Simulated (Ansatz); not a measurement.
# How C converges under other mixers and occupations

Wanted: the cost and the effect of other mixers, smearings and limits on one cell of C. The cell (2 atoms) is C in its experimental structure (space group Fd-3m). Source: COD entry 9012291, which need not be the ambient phase.

Computed with Ansatz 0.2.0 (DFT r2SCAN, PAW, plane waves, scalar-relativistic, unless a step's input says otherwise).

### 1 The starting structure

Symmetry: Fd-3m, No. 227, cubic system. The conventional cell has a = 3.567 Å, b = 3.567 Å, c = 3.567 Å, α = 90.00°, β = 90.00°, γ = 90.00°. Around C (site symmetry -43m) lie 4 C at 1.54 Å.

Coordinates:

```
C
1.0
     0.00000    1.78339    1.78339
     1.78339    0.00000    1.78339
     1.78339    1.78339    0.00000
C
2
Direct
  0.50000 0.50000 0.50000
  0.75000 0.75000 0.75000
```

In tables a label like C2 counts atoms in the order of input.yaml; a structure file may count by element.

After the default run come: Broyden, β 0.9, history 4, no preconditioner; direct minimisation; Methfessel–Paxton smearing, width 1.2 eV; tetrahedron occupations; linear mixing, β 0.7, no preconditioner; Broyden, β 0.3, preconditioner Kerker scaled by the density of states; linear mixing, β 0.1, no preconditioner; MSR1 mixing, preconditioner Resta.

The search for lower states is off throughout, and inputs that name a mixer don't switch to direct minimisation unless they say so. Spin polarisation is off.

### 2 Default SCF settings

The input, input.yaml:

```yaml
crystal:
  lattice:
    - [0.0, 1.78339, 1.78339]
    - [1.78339, 0.0, 1.78339]
    - [1.78339, 1.78339, 0.0]
  atoms:
    - { symbol: C, position: [0.5, 0.5, 0.5] }
    - { symbol: C, position: [0.75, 0.75, 0.75] }
hamiltonian:
  xc: r2scan
  pseudopotentials: { kind: paw }
basis:
  ecutwfc: 500
kpoints:
  mp_grid: { grid: [12, 12, 12] }
scf:
  occupations: { method: fermi_dirac, width: 0.1 }
  lower_state_search: "off"
output:
  forces: true
  stress: true
  write_density: true
  write_potential: true
  elf: true
  volumetric_format: npy
```

Launch:

```
$ ansatz run input.yaml --threads 2 --pin off --max-ram 5120MiB --backend cpu --events-out ev --progress --plain --runs-dir out
```

Standard output (excerpt; [...] marks lines left out):

```text
[...]
Pseudopotentials: kind: paw
Pseudopotential: C, paw, valence charge 4, recommended cutoff 500 eV (meta_gga), C.paw.azcp
Functional definition: r2SCAN
[...]
Crystal: 2 atoms, lattice volume = 11.344 Å³
Basis set: ecut = 500 eV, 283 PW (Γ), exchange–correlation on 80×80×80 points (64 copies of the dense FFT grid, shifted against one another)
Bands: 8, of which v1, the nominal top of the filled ones, is band 4 counted from 1 (3 counted from 0)
Symmetry: 48 space group operations
Space group: Fd-3m (ITA 227), of the structure as read, at distance tolerance 2.2e-5 Å
k-points: 72 of 1728
[...]
SCF iter   1: F=-503.109361 eV  HF=-503.055280 eV  |F-HF|=5.41e-2  |Δ(HF+E_count)|=         —  Δρ=8.85e-3  dr2=2.39e-3  dr2_τ=3.81e-1  ethr=1.77e-3  ⟨swp⟩=4.7  Hψ=3814  notcnv=0
[...]
SCF iter   6: F=-503.111055 eV  HF=-503.111055 eV  |F-HF|=7.37e-10  |Δ(HF+E_count)|=   1.70e-7  Δρ=5.08e-6  dr2=8.26e-10  dr2_τ=1.23e-10  ethr=1.25e-9  ⟨swp⟩=8.5  Hψ=3774  notcnv=0
[...]
SCF converged after 6 iterations
Free energy (F): -503.111055 eV
[...]
E sigma→0 (E₀):  -503.111055 eV
Fermi energy:    15.429696 eV
[...]
--- Forces (eV/Å), atoms counted from 1 ---
  atom   1  C     -0.00000000     0.00000000    -0.00000000
  atom   2  C     -0.00000000     0.00000000    -0.00000000
[...]
--- Stress (GPa, compression-positive) ---
       -2.435815       0.000000      -0.000000
        0.000000      -2.435815       0.000000
        0.000000      -0.000000      -2.435815
  P = ⅓ Tr σ = -2.4358 GPa (-24.358 kbar)
--- Band table (eV; the first three rows and the last of 72) ---
  k-point 0: bands = ["-9.3845", "13.2878", "13.2878", "13.2878", "19.1678", "19.1678", "19.1678", "27.0604"]
[...]
```

Run time: 1.1 s. Hardware: 2 threads of Arm Neoverse V1, shared host; peak memory 0.28 GiB.

The reference: 6 iterations with the default settings (MSR1 mixing, preconditioner none); with a gap of 4.37 eV on the k-mesh.

The maps below are laid out on this run's own conventional cell (a, b, c = 3.567, 3.567, 3.567 Å).

Density in a lattice plane of the grid's cell (edges 3.57 and 3.57 Å, at 0.000 of the third edge), which holds C.

Ten even steps from ' ' (0.09 e/Å³) to '@' (1.76 e/Å³):
```
          ..::==**%%@@@@@@@@@@%%**==::..        
        ....::==++##%%@@@@@@%%##++==::....      
      ....::::--==++**######**++==--::::....    
........::::::----==============----::::::......
::::::::::::::::::::::::::::::::::::::::::::::::
========----::::::..............::::::----======
####**++==--::::....          ....::::--==++**##
@@@@%%##++==::....              ....::==++##%%@@
@@@@@@%%**==::..                  ..::==**%%@@@@
@@@@@@%%**==::..                  ..::==**%%@@@@
@@@@@@%%**==::..                  ..::==**%%@@@@
@@@@%%##++==::....              ....::==++##%%@@
####**++==--::::....          ....::::--==++**##
========----::::::..............::::::----======
::::::::::::::::::::::::::::::::::::::::::::::::
........::::::----==============----::::::......
      ....::::--==++**######**++==--::::....    
        ....::==++##%%@@@@@@%%##++==::....      
          ..::==**%%@@@@@@@@@@%%**==::..        
          ..::==**%%@@@@@@@@@@%%**==::..        
```
Columns run along the first of these edges and rows up along the second, over one cell in 24 and 20 even steps from the bottom left corner. Atoms in the plane (fractional): C at (0.00, 0.50), C at (0.50, 0.00).

ELF in the same plane.

Ten even steps from '0' (0.01) to '9' (0.75):
```
000124689742024798642100
000124789976467998742100
112235789998789998753221
334455678988888987655443
666776667766666776667766
888987655443334455678988
789998753221112235789998
467998742100000124789976
024798642100000124689742
003688641000000014688630
024798642100000124689742
467998742100000124789976
789998753221112235789998
888987655443334455678988
666776667766666776667766
334455678988888987655443
112235789998789998753221
000124789976467998742100
000124689742024798642100
000014688630003688641000
```
Columns run along the first of these edges and rows up along the second, over one cell in 24 and 20 even steps from the bottom left corner. Atoms in the plane (fractional): C at (0.00, 0.50), C at (0.50, 0.00).

Both are smooth fields of the valence electrons: close to the nuclei they are not physical.

Outside the cores ELF peaks at 0.94 on the C–C line, 0.7 Å from C.

### 3 Broyden, β 0.9, history 4, no preconditioner

input.yaml: that of step 2 with these lines changed.

```diff
@@ -18,2 +18,5 @@
   lower_state_search: "off"
+  algorithm: density_mixing
+  max_iter: 80
+  mixing: { algorithm: broyden, ndim: 4, beta: 0.9, preconditioner: none }
 output:
@@ -21,5 +24 @@
   stress: true
-  write_density: true
-  write_potential: true
-  elf: true
-  volumetric_format: npy
```

Launch:

```
$ ansatz run input.yaml --threads 2 --pin off --max-ram 5120MiB --backend cpu --events-out ev --progress --plain --runs-dir out
```

Standard output (excerpt; [...] marks lines left out):

```text
[... 22 lines as in an earlier run ...]
SCF iter   1: F=-503.109361 eV  HF=-503.055280 eV  |F-HF|=5.41e-2  |Δ(HF+E_count)|=         —  Δρ=8.85e-3  dr2=2.39e-3  dr2_τ=3.81e-1  ethr=1.77e-3  ⟨swp⟩=4.7  Hψ=3814  notcnv=0
[...]
SCF iter   4: F=-503.111055 eV  HF=-503.111055 eV  |F-HF|=3.11e-9  |Δ(HF+E_count)|=   1.20e-7  Δρ=1.70e-5  dr2=1.48e-8  dr2_τ=3.12e-9  ethr=1.25e-9  ⟨swp⟩=4.8  Hψ=1838  notcnv=0
[...]
SCF converged after 4 iterations
Stability not checked: this state was not tested for a lower state beside it, because the mixer in use, unlike msr1, does not test its closes by its own steps (another_mixer; see scf.mixing.algorithm and scf.lower_state_search)
Free energy (F): -503.111055 eV
[...]
E sigma→0 (E₀):  -503.111055 eV
Fermi energy:    15.429787 eV
[... 26 lines left out: energy terms, forces, stress ...]
```

It took 0.74 s on 2 threads of Arm Neoverse V1, shared host; peak memory 0.28 GiB.

It takes 4 iterations (default 6). Against the default run: the same free energy.

### 4 Direct minimisation

input.yaml: that of step 3 with these lines changed.

```diff
@@ -18,5 +18,4 @@
   lower_state_search: "off"
-  algorithm: density_mixing
-  max_iter: 80
-  mixing: { algorithm: broyden, ndim: 4, beta: 0.9, preconditioner: none }
+  algorithm: direct_min
+  max_iter: 150
 output:
```

Launch:

```
$ ansatz run input.yaml --threads 2 --pin off --max-ram 5120MiB --backend cpu --events-out ev --progress --plain --runs-dir out
```

Standard output (excerpt; [...] marks lines left out):

```text
[... 22 lines as in an earlier run ...]
SCF iter   1: F=-503.109325 eV  HF=-503.055218 eV  |F-HF|=5.41e-2  |Δ(HF+E_count)|=         —  Δρ=8.95e-3  dr2=2.43e-3  dr2_τ=3.81e-1  ethr=1.77e-3  ⟨swp⟩=5.1  Hψ=2529  notcnv=0
[...]
SCF iter   4: F=-503.111055 eV  HF=-503.111055 eV  |F-HF|=2.04e-9  |Δ(HF+E_count)|=   2.86e-8  Δρ=1.15e-5  dr2=7.29e-9  dr2_τ=1.03e-9  ethr=3.87e-9  ⟨swp⟩=3.0  Hψ=1152  notcnv=0
[...]
SCF converged after 4 iterations
Stability not checked: this state was not tested for a lower state beside it, because a direct minimisation reached the state, and no test of it is asked (direct_minimisation; see scf.lower_state_search)
Free energy (F): -503.111055 eV
[...]
E sigma→0 (E₀):  -503.111055 eV
Fermi energy:    15.429764 eV
[... 31 lines left out: energy terms, forces, stress, bands ...]
```

Run time: 1.3 s. Hardware: 2 threads of Arm Neoverse V1, shared host; peak memory 0.28 GiB.

Compared with step 2: the same free energy; 4 iterations in place of 6.

### 5 Methfessel–Paxton smearing, width 1.2 eV

input.yaml: that of step 4 with these lines changed.

```diff
@@ -16,6 +16,5 @@
 scf:
-  occupations: { method: fermi_dirac, width: 0.1 }
+  occupations: { method: methfessel_paxton, width: 1.2 }
   lower_state_search: "off"
-  algorithm: direct_min
-  max_iter: 150
+  max_iter: 80
 output:
```

Launch:

```
$ ansatz run input.yaml --threads 2 --pin off --max-ram 5120MiB --backend cpu --events-out ev --progress --plain --runs-dir out
```

Standard output (excerpt; [...] marks lines left out):

```text
band count auto-derived: 9 (N_el = 8.0; filled up to band 4; 8 by the electrons, moments and atoms)
[... 11 lines as in an earlier run ...]
Bands: 9, of which v1, the nominal top of the filled ones, is band 4 counted from 1 (3 counted from 0)
[... 10 lines as in an earlier run ...]
SCF iter   1: F=—  HF=-503.054985 eV  |F-HF|=—  |Δ(HF+E_count)|=         —  Δρ=8.87e-3  dr2=2.40e-3  dr2_τ=3.81e-1  ethr=1.77e-3  ⟨swp⟩=4.8  Hψ=3951  notcnv=0
[...]
SCF iter   6: F=-503.110829 eV  HF=-503.110829 eV  |F-HF|=8.22e-10  |Δ(HF+E_count)|=   1.82e-7  S|Δr|=    0.00e0  Δρ=5.05e-6  dr2=7.96e-10  dr2_τ=1.43e-10  ethr=1.25e-9  ⟨swp⟩=4.1  Hψ=1813  notcnv=0
WARN: on these k-points the computed levels leave a gap of 4.3721 eV at the electron count, 3.6 widths of the methfessel_paxton smearing (1.2000 eV); against the step filling of these same bands (every level under the gap full, every level over it empty) smearing changes [...]
SCF converged after 6 iterations
Stability not checked: this state was not tested for a lower state beside it, because cold or Methfessel-Paxton smearing, or corrected tetrahedra, fill the levels in a way that the test cannot read (fill_not_monotonic; see scf.lower_state_search)
Free energy (F): -503.110829 eV
[...]
E sigma→0 (E₀):  -503.111394 eV
Entropy (-TS):   0.002258 eV (1.129 meV/atom)
Fermi energy:    15.386783 eV
Step filling:    the computed levels leave a gap of 4.3721 eV = 3.6 smearing widths at the electron count; against every level under it full and every level over it empty, smearing changes F+E_penalty+E_count by +0.226 meV and its σ→0 estimate by -0.339 meV
[...]
--- Forces (eV/Å), atoms counted from 1 ---
  atom   1  C      0.00000000    -0.00000000     0.00000000
  atom   2  C      0.00000000     0.00000000     0.00000000
[...]
--- Stress (GPa, compression-positive) ---
       -2.451891      -0.000000      -0.000000
       -0.000000      -2.451891       0.000000
       -0.000000      -0.000000      -2.451891
  P = ⅓ Tr σ = -2.4519 GPa (-24.519 kbar)
```

It took 0.82 s on 2 threads of Arm Neoverse V1, shared host; peak memory 0.28 GiB.

6 iterations, as in the default run; free energy shifted by +0.1 meV/atom, zero-width estimate shifted by -0.2 meV/atom.

(Part 1 of 2 ends here.)
